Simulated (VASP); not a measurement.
# Ru (P6_3/mmc) in VASP: a series of runs

One crystal, Ru, is run at these levels: PBEsol; tasks: single point.

Everything below comes from runs of VASP 6.6.1. Logs are shortened: lines on timing, memory, paths and dates and some standing lists are left out, and cuts for length are marked.

## Step 1: The undisturbed crystal

It takes space group P6_3/mmc (No. 194, hexagonal). The conventional cell has a = 2.706 Å, b = 2.706 Å, c = 4.282 Å, α = 90.00°, β = 90.00°, γ = 120.00°. Ru (site symmetry -6m2) is surrounded by 12 Ru at 2.65 to 2.71 Å.

## Step 2: Single point, PBEsol (grid = ENCUT=400 dk=0.35 cell=3x3x2 ISMEAR=1 SIGMA=0.1 LREAL=Auto EDIFF=1e-06)

Input file INCAR:

```
  PREC = Accurate
  ENCUT = 400
  EDIFF = 1E-6
  ISMEAR = 1
  SIGMA = 0.1
  LREAL = Auto
  LASPH = T
  NELM = 120
  ALGO = Fast
  ISIF = 2
  LWAVE = F
  LCHARG = F
  GGA = PS
  NBANDS = 280
  NCORE = 1
  KPAR = 2
```

Input file KPOINTS:

```
Automatic mesh
0
Gamma
  3 3 3
```

Input file POSCAR:

```
Ru
1.0
    8.1174000000      0.0000000000      0.0000000000
   -4.0587000000      7.0298746128      0.0000000000
    0.0000000000      0.0000000000      8.5638000000
Ru
35
Direct
    0.2222222222      0.1111111111      0.8750000000
    0.2222222222      0.4444444444      0.3750000000
    0.2222222222      0.4444444444      0.8750000000
    0.2222222222      0.7777777778      0.3750000000
    0.2222222222      0.7777777778      0.8750000000
    0.5555555556      0.1111111111      0.3750000000
    0.5555555556      0.1111111111      0.8750000000
    0.5555555556      0.4444444444      0.3750000000
    0.5555555556      0.4444444444      0.8750000000
    0.5555555556      0.7777777778      0.3750000000
    0.5555555556      0.7777777778      0.8750000000
    0.8888888889      0.1111111111      0.3750000000
    0.8888888889      0.1111111111      0.8750000000
    0.8888888889      0.4444444444      0.3750000000
    0.8888888889      0.4444444444      0.8750000000
    0.8888888889      0.7777777778      0.3750000000
    0.8888888889      0.7777777778      0.8750000000
    0.1111111111      0.2222222222      0.1250000000
    0.1111111111      0.2222222222      0.6250000000
    0.1111111111      0.5555555556      0.1250000000
    0.1111111111      0.5555555556      0.6250000000
    0.1111111111      0.8888888889      0.1250000000
    0.1111111111      0.8888888889      0.6250000000
    0.4444444444      0.2222222222      0.1250000000
    0.4444444444      0.2222222222      0.6250000000
    0.4444444444      0.5555555556      0.1250000000
    0.4444444444      0.5555555556      0.6250000000
    0.4444444444      0.8888888889      0.1250000000
    0.4444444444      0.8888888889      0.6250000000
    0.7777777778      0.2222222222      0.1250000000
    0.7777777778      0.2222222222      0.6250000000
    0.7777777778      0.5555555556      0.1250000000
    0.7777777778      0.5555555556      0.6250000000
    0.7777777778      0.8888888889      0.1250000000
    0.7777777778      0.8888888889      0.6250000000
```

Potentials or basis: VASP PAW PBE potentials, release 64 (Ru_pv).

The run is started by

```bash
$ cat potpaw_PBE.64/Ru_pv/POTCAR > POTCAR
$ mpirun -np 4 vasp_std > vasp.out
```

OUTCAR:

```text
PREC = Accurate
   ENCUT = 400
   EDIFF = 1E-6
   ISMEAR = 1
   LREAL = Auto
   LASPH = T
   NELM = 120
   ISIF = 2
   GGA = PS

 Found      6 irreducible k-points:

 Following reciprocal coordinates:
            Coordinates               Weight
  0.000000  0.000000  0.000000      1.000000
  0.333333  0.000000  0.000000      6.000000
  0.333333  0.333333  0.000000      2.000000
  0.000000  0.000000  0.333333      2.000000
  0.333333  0.000000  0.333333     12.000000
  0.333333  0.333333  0.333333      4.000000
   k-points           NKPTS =      6   k-points in BZ     NKDIM =      6   number of bands    NBANDS=    280
   number of dos      NEDOS =    301   number of ions     NIONS =     35
   total plane-waves  NPLWV = 163296
   dimension x,y,z NGX =    54 NGY =   54 NGZ =   56
   dimension x,y,z NGXF=   108 NGYF=  108 NGZF=  112
   ions per type =              35
   NGX,Y,Z   is equivalent  to a cutoff of  11.06, 11.06, 10.87 a.u.
   NGXF,Y,Z  is equivalent  to a cutoff of  22.12, 22.12, 21.74 a.u.
 SYSTEM =  unknown system
   PREC   = accura    normal or accurate (medium, high low for compatibility)
   ISTART =      0    job   : 0-new  1-cont  2-samecut
   ICHARG =      2    charge: 1-file 2-atom 10-const
   ISPIN  =      1    spin polarized calculation?
   LNONCOLLINEAR =      F non collinear calculations
   LSORBIT =      F    spin-orbit coupling
   LASPH  =      T    aspherical Exc in radial PAW
   ENCUT  =  400.0 eV  29.40 Ry    5.42 a.u.  13.24 13.24 13.97*2*pi/ulx,y,z
   NELM   =    120;   NELMIN=  2; NELMDL= -5     # of ELM steps
   EDIFF  = 0.1E-05   stopping-criterion for ELM
   LREAL  =      T    real-space projection
   EDIFFG = 0.1E-04   stopping-criterion for IOM
   NSW    =      0    number of steps for IOM
   IBRION =     -1    ionic relax: 0-MD 1-quasi-New 2-CG
   NFREE  =      0    steps in history (QN), initial steepest desc. (CG)
   ISIF   =      2    stress and relaxation
   ISYM   =      2    0-nonsym 1-usesym 2-fastsym
   POTIM  = 0.5000    time-step for ionic-motion
   TEBEG  =    0.0;   TEEND  =   0.0 temperature during run
   PSTRESS=    0.0 pullay stress
   NELECT =     490.0000    total number of electrons
   NUPDOWN=      -1.0000    fix difference up-down
   EMIN   =  10.00;   EMAX   =-10.00  energy-range for DOS
   EFERMI =   0.00;   METHOD = LEGACY
   ISMEAR =     1;   SIGMA  =   0.10  broadening in eV -4-tet -1-fermi 0-gaus
   EFERMI_NEDOS =   21; number of points for ismear=-14 and -15
   IALGO  =     68    algorithm
   IMIX   =      4    mixing-type and parameters
     AMIX     =   0.40;   BMIX     =  1.00
     AMIX_MAG =   1.60;   BMIX_MAG =  1.00
  volume/ion in A,a.u.               =      13.96        94.22
  Fermi-wavevector in a.u.,A,eV,Ry     =   1.638563  3.096435 36.530134  2.684889
  Thomas-Fermi vector in A             =   2.729515
   LORBIT       =      0    0 simple, 1 ext, 2 COOP (PROOUT), +10 PAW based schemes
   GGA     = PS    functional components
   LHFCALC =     F    Hartree Fock is set to
   AEXX    =    0.0000 exact exchange contribution
   IVDW    =     0    specifies the selected vdW correction
   LEPSILON=     F    determine dielectric tensor
   LRPA    =     F    only Hartree local field effects (RPA)
 non-spin polarized calculation
 RMM-DIIS sequential band-by-band and
 Methfessel and Paxton  Order N= 1 SIGMA  =   0.10
  energy-cutoff  :      400.00
  volume of cell :      488.69
 maximum number of plane-waves:      8889
 NGX is ok and might be reduce to    54
   NGX = 27   NGY = 27   NGZ = 27

 number of electron     490.0000129 magnetization

 Free energy of the ion-electron system (eV)
  ---------------------------------------------------
  ext. energy  EPLUGINS =         0.00000000
  ---------------------------------------------------
  free energy    TOTEN  =      -352.79057647 eV

  energy without entropy =     -352.78693291  energy(sigma->0) =     -352.78936195

 E-fermi :  12.2149     XC(G=0): -14.0693

 val. band max:       12.2117388291   @ k =   0.3333   0.3333   0.3333
 cond. band min:      12.2186284036   @ k =   0.3333   0.0000   0.0000
 fundamental gap:      0.0068895746
 Fermi energy:        12.2149370014

 k-point     1 :       0.0000    0.0000    0.0000
  band No.  band energies     occupation
      1     -31.3650      2.00000
      2     -31.1649      2.00000
      3     -31.1572      2.00000
      4     -31.1572      2.00000
      5     -31.1546      2.00000
      6     -31.1516      2.00000
[... 249 lines left out ...]
    256      12.8653     -0.00000
    257      12.8901     -0.00000

 k-point     2 :       0.3333    0.0000    0.0000
  band No.  band energies     occupation
      1     -31.3276      2.00000
      2     -31.2732      2.00000
      3     -31.2716      2.00000
      4     -31.2141      2.00000
      5     -31.2141      2.00000
      6     -31.2095      2.00000
[... 249 lines left out ...]
    256      12.9704     -0.00000
    257      12.9854     -0.00000

 k-point     3 :       0.3333    0.3333    0.0000
  band No.  band energies     occupation
      1     -31.2845      2.00000
      2     -31.2786      2.00000
      3     -31.2702      2.00000
      4     -31.2619      2.00000
      5     -31.2618      2.00000
      6     -31.2511      2.00000
[... 249 lines left out ...]
    256      13.0905     -0.00000
    257      13.0964     -0.00000

 k-point     4 :       0.0000    0.0000    0.3333
  band No.  band energies     occupation
      1     -31.2986      2.00000
      2     -31.1954      2.00000
      3     -31.1874      2.00000
      4     -31.1874      2.00000
      5     -31.1706      2.00000
      6     -31.1706      2.00000
[... 249 lines left out ...]
    256      12.7125     -0.00000
    257      12.7126     -0.00000

 k-point     5 :       0.3333    0.0000    0.3333
  band No.  band energies     occupation
      1     -31.2917      2.00000
      2     -31.2676      2.00000
      3     -31.2382      2.00000
      4     -31.2269      2.00000
      5     -31.2239      2.00000
      6     -31.1942      2.00000
[... 249 lines left out ...]
    256      12.7657     -0.00000
    257      12.8217     -0.00000

 k-point     6 :       0.3333    0.3333    0.3333
  band No.  band energies     occupation
      1     -31.2866      2.00000
      2     -31.2799      2.00000
      3     -31.2714      2.00000
      4     -31.2320      2.00000
      5     -31.2319      2.00000
      6     -31.2244      2.00000
[... 249 lines left out ...]
    256      12.7926     -0.00000
    257      12.8776     -0.00000
 [bands above 257 left out]

------------------------ aborting loop because EDIFF is reached ----------------------------------------

  FORCE on cell =-STRESS in cart. coord.  units (eV):
  Direction    XX          YY          ZZ          XY          YZ          ZX
  --------------------------------------------------------------------------------------
  -------------------------------------------------------------------------------------
  Total      -29.3905246    -29.3905246    -29.3279129     -0.0000000     -0.0000000      0.0000000
  in kB      -96.3578007    -96.3578007    -96.1525260     -0.0000000     -0.0000000      0.0000000
  external PRESSURE =     -96.2893758 kB  Pullay stress =       0.0000000 kB

 VOLUME and BASIS-vectors are now :
 -----------------------------------------------------------------------------
  energy-cutoff  :      400.00
  volume of cell :      488.69
      direct lattice vectors                 reciprocal lattice vectors
     8.117400000  0.000000000  0.000000000     0.123192155  0.071125024  0.000000000
    -4.058700000  7.029874613  0.000000000     0.000000000  0.142250048  0.000000000
     0.000000000  0.000000000  8.563800000     0.000000000  0.000000000  0.116770592

 POSITION                                       TOTAL-FORCE (eV/Angst)
 -----------------------------------------------------------------------------------
      1.35290      0.78110      7.49333        -0.000000      0.000000      0.000000
      0.00000      3.12439      3.21143        -0.153447      0.255264      0.000000
      0.00000      3.12439      7.49333        -0.018596     -0.058227      0.000000
     -1.35290      5.46768      3.21143         0.144342     -0.260521      0.000000
     -1.35290      5.46768      7.49333        -0.059724      0.013008      0.000000
      4.05870      0.78110      3.21143         0.297789      0.005257      0.000000
[... 27 lines left out ...]
      2.70580      6.24878      1.07048         0.146106      0.084354     -0.043038
      2.70580      6.24878      5.35238         0.146106      0.084354      0.043038
 -----------------------------------------------------------------------------------
    total drift:                               -0.000005     -0.000003      0.000000

  FREE ENERGIE OF THE ION-ELECTRON SYSTEM (eV)
  ---------------------------------------------------
  free  energy   TOTEN  =      -352.7905764736 eV

  energy  without entropy=     -352.7869329109  energy(sigma->0) =     -352.78936195
```

Wall time 5 min (4 MPI ranks of Intel Xeon 6975P-C (Granite Rapids), shared host); peak memory 0.42 GiB.

These settings aren't checked as converged: the numbers below hold their error.

What came out:

```
Free energy            : -352.7906 eV
Pressure               : -9.6 GPa
Largest force          : 0.373 eV/Å
Band gap on the k mesh : none (metal or under the smearing width)
```

Caveat: the PAW data sets were made with another functional, which shifts forces and pressure a little.

## Step 3: Single point, PBEsol (grid = ENCUT=400 dk=0.35 cell=3x3x2 ISMEAR=1 SIGMA=0.2 LREAL=Auto EDIFF=1e-06)

INCAR, as its differences from that of step 2:

```diff
@@ -4,3 +4,3 @@
   ISMEAR = 1
-  SIGMA = 0.1
+  SIGMA = 0.2
   LREAL = Auto
```

KPOINTS is that of step 2.

POSCAR is that of step 2.

Potentials or basis: VASP PAW PBE potentials, release 64 (Ru_pv).

The run is started by

```bash
$ cat potpaw_PBE.64/Ru_pv/POTCAR > POTCAR
$ mpirun -np 4 vasp_std > vasp.out
```

Run time: 4.5 min. Hardware: 4 MPI ranks of Intel Xeon 6975P-C (Granite Rapids), shared host; peak memory 0.43 GiB.

These settings aren't checked as converged: the numbers below hold their error.

What came out:

| Property | Result |
| --- | --- |
| Free energy | -352.7712 eV |
| Pressure | -9.7 GPa |
| Largest force | 0.396 eV/Å |
| Band gap on the k mesh | none (metal or under the smearing width) |

Caveat: the PAW data sets were made with another functional, which shifts forces and pressure a little.

## Step 4: Single point, PBEsol (grid = ENCUT=400 dk=0.35 cell=3x3x2 ISMEAR=1 SIGMA=0.1 LREAL=Auto EDIFF=0.0001)

INCAR, as its differences from that of step 3:

```diff
@@ -2,5 +2,5 @@
   ENCUT = 400
-  EDIFF = 1E-6
+  EDIFF = 1E-4
   ISMEAR = 1
-  SIGMA = 0.2
+  SIGMA = 0.1
   LREAL = Auto
```

KPOINTS is that of step 3.

POSCAR is that of step 3.

The run is started by

```bash
$ cat potpaw_PBE.64/Ru_pv/POTCAR > POTCAR
$ mpirun -np 4 vasp_std > vasp.out
```

Run time: 3.5 min. Hardware: 4 MPI ranks of Intel Xeon 6975P-C (Granite Rapids), shared host; peak memory 0.43 GiB.

These settings aren't checked as converged: the numbers below hold their error.

What came out:

```
Free energy            : -352.7906 eV
Pressure               : -9.5 GPa
Largest force          : 0.373 eV/Å
Band gap on the k mesh : none (metal or under the smearing width)
```

Caveat: the PAW data sets were made with another functional, which shifts forces and pressure a little.
